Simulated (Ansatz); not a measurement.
# Every step of a relaxation of Al (omega type)

DFT, PBE, PAW with Ansatz's default frozen-core files, scalar-relativistic (Ansatz 0.2.0); a Γ-centred 8×8×11 k mesh, Fermi–Dirac smearing of 0.08 eV, no spin polarisation. The run relaxes shape and atoms at held volume.

Command: `ansatz run input.yaml --threads 1 --pin off --max-ram 3072MiB --backend cpu --events-out ev --progress --plain --runs-dir out` It took 5.2 s on 1 thread of Intel(R) Xeon(R) Platinum 8259CL CPU @ 2.50GHz (Skylake/Cascade Lake) (shared host), peak memory 0.44 GiB.

```yaml
crystal:
  lattice:
    - [3.9701406252, 0.0, 0.0]
    - [-1.9850703126, 3.4382426381, 0.0]
    - [0.0, 0.0, 2.4579848906]
  atoms:
    - { symbol: Al, position: [0.0, 0.0, 0.0] }
    - { symbol: Al, position: [0.3333333333, 0.6666666667, 0.5] }
    - { symbol: Al, position: [0.6666666667, 0.3333333333, 0.5] }
kpoints:
  mp_grid: { grid: [8, 8, 11] }
scf:
  occupations: { method: fermi_dirac, width: 0.08 }
hamiltonian:
  xc: pbe
  pseudopotentials: { kind: paw }
output:
  forces: true
  stress: true
relax:
  f_tol: 0.005
  max_steps: 30
  cell: { stress_tol: 0.27, fix: [volume] }
```

Each step lists its free energy a cell above the last geometry, the pressure, the cell vectors (Å), and Cartesian positions (Å) with forces (eV/Å).

The first step:

```
step 1  dF = 16.39 meV  P = 73.1 GPa
  cell 3.9701 0.0000 0.0000  -1.9851 3.4382 0.0000  0.0000 0.0000 2.4580
  Al 0.0000 0.0000 0.0000   0.0000 0.0000 0.0000
  Al 0.0000 2.2922 1.2290   0.0000 0.0000 0.0000
  Al 1.9851 1.1461 1.2290   0.0000 0.0000 0.0000
```

Problem. Where does the relaxation end, and by which steps?

Solution. After 4 geometries, with conventional a, b, c = 4.005, 4.005, 2.416 Å, at 11.184 Å³/atom and 72.7 GPa in space group P6/mmm, with a shortest distance of 2.312 Å. The further steps:
```
step 2  dF = 4.96 meV  P = 72.9 GPa
  cell 3.9862 0.0000 0.0000  -1.9931 3.4522 0.0000  0.0000 0.0000 2.4382
  Al 0.0000 0.0000 0.0000   0.0000 0.0000 0.0000
  Al 0.0000 2.3014 1.2191   0.0000 0.0000 0.0000
  Al 1.9931 1.1507 1.2191   0.0000 0.0000 0.0000
step 3  dF = 0.61 meV  P = 72.7 GPa
  cell 4.0106 0.0000 0.0000  -2.0053 3.4732 0.0000  0.0000 0.0000 2.4087
  Al 0.0000 0.0000 0.0000   0.0000 0.0000 0.0000
  Al 0.0000 2.3155 1.2043   0.0000 0.0000 0.0000
  Al 2.0053 1.1577 1.2043   0.0000 0.0000 0.0000
step 4  dF = 0.00 meV  P = 72.7 GPa
  cell 4.0046 0.0000 0.0000  -2.0023 3.4681 0.0000  0.0000 0.0000 2.4159
  Al 0.0000 0.0000 0.0000   0.0000 0.0000 0.0000
  Al 0.0000 2.3121 1.2079   0.0000 0.0000 0.0000
  Al 2.0023 1.1560 1.2079   0.0000 0.0000 0.0000
step 5  dF = -0.07 meV  P = 72.7 GPa  (same geometry on a basis chosen anew; earlier energies don't compare to the last digit)
  cell 4.0046 0.0000 0.0000  -2.0023 3.4681 0.0000  0.0000 0.0000 2.4159
  Al 0.0000 0.0000 0.0000   0.0000 0.0000 0.0000
  Al 0.0000 2.3121 1.2079   0.0000 0.0000 0.0000
  Al 2.0023 1.1560 1.2079   0.0000 0.0000 0.0000
```
